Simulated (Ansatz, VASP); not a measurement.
# Two plane-wave programs on Fe

```
Fe
1.0
    -1.44300    1.44300    1.44300
     1.44300   -1.44300    1.44300
     1.44300    1.44300   -1.44300
Fe
1
Direct
  0.00000 0.00000 0.00000
```

Alike in both runs: task single point; functional PBEsol; k mesh 13 × 13 × 13; occupations fermi-dirac, width 0.05 eV; collinear spin.

|  | VASP | Ansatz |
| --- | --- | --- |
| version | VASP 6.6.1 | Ansatz 0.2.0 |
| potentials or method | VASP PAW PBE potentials, release 64 (Fe) | Ansatz PAW |
| plane-wave cutoff (eV) | 520 | 420 |
| valence electrons in the cell | 8 | 16 |

```csv
,VASP,Ansatz,Ansatz less VASP
gap on the k mesh at the Fermi level (eV),none,none,-
pressure (GPa),-17.6,-17.9,-0.30
net moment per atom (μB),2.29,2.26,-0.030
size of the moment on the site where the two differ most (μB),2.29,2.31,+0.018
```

Site moments also hang on the region over which each program counts them. A gap of «none» marks a metal or a gap that the smearing closes. The two sets of potentials don't hold the same shells in valence.

Caveats: so large a pressure means that the cell lies far from this level's equilibrium, or that cutoff or potentials fall short (VASP); the potentials were made for another functional, which shifts forces and pressure (VASP); the PAW data sets come from PBE, with cores solved anew for the run's functional, which leaves a small shift of forces and pressure (Ansatz).
